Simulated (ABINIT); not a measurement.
An input for ABINIT 10.8.3 (SiC (F-43m)):

```
acell 3*1.0 Angstrom
rprim 
  -0.000000000000 2.179000000000 2.179000000000
  2.179000000000 -0.000000000000 2.179000000000
  2.179000000000 2.179000000000 -0.000000000000
ntypat 2
znucl 14 6
natom 2
typat 1 2
xred 
  0.000000000000 0.000000000000 0.000000000000
  0.250000000000 0.250000000000 0.250000000000
pp_dirpath "pseudos"
pseudos "Si.upf, C.upf"
ecut 37
ngkpt 6 6 6
nshiftk 1
shiftk 0 0 0
kptopt 1
chksymbreak 0
istwfk *1
occopt 1
irdwfk 1
optdriver 4
nband 157
gwcalctyp 0
ecutsigx 37
symsigma 1
nkptgw 3
kptgw 
  0.0000000000 0.0000000000 0.0000000000
  0.5000000000 0.5000000000 0.0000000000
  0.5000000000 0.0000000000 0.0000000000
bdgw 
  2 8
  3 6
  3 7
ecuteps 13.2
irdscr 1
ppmodel 1
indata_prefix "in"
outdata_prefix "out"
tmpdata_prefix "tmp"
```

```sh
OMP_NUM_THREADS=1 mpirun -n 8 abinit run.abi > log
```

**Question.** How long will it take on 8 MPI ranks of Arm Neoverse V2, shared host, and how much memory?

It took 34 s; on shared hardware allow 17 s to 68 s. Peak host memory was 2.1 GiB.

[Paths, hosts, dates, memory and timing lines, banners, echoed tables and standing remarks are left out of the program output.]

[Logs are printed without paths, hosts, clocks, repeated set-up lines and the standing remarks that a program may print on its own settings, such as how far it seeks lower states.]

[Runs of the session that timed out or met a known fault of the program may be left out.]

[Hosts, paths, dates, database ids (printed as entryN), source tags and the programs' standing remarks are cut or masked in the printed files.]

[G0W0 gaps are taken among the corrected bands and points alone; a level outside them can change the order at an edge.]

[Where Ansatz stands beside ABINIT at settings called matched, ABINIT's density can come from a denser mesh and the files from another edition; pairs whose starting gaps differed by over 0.03 eV were left out, so agreement reads better than it is.]
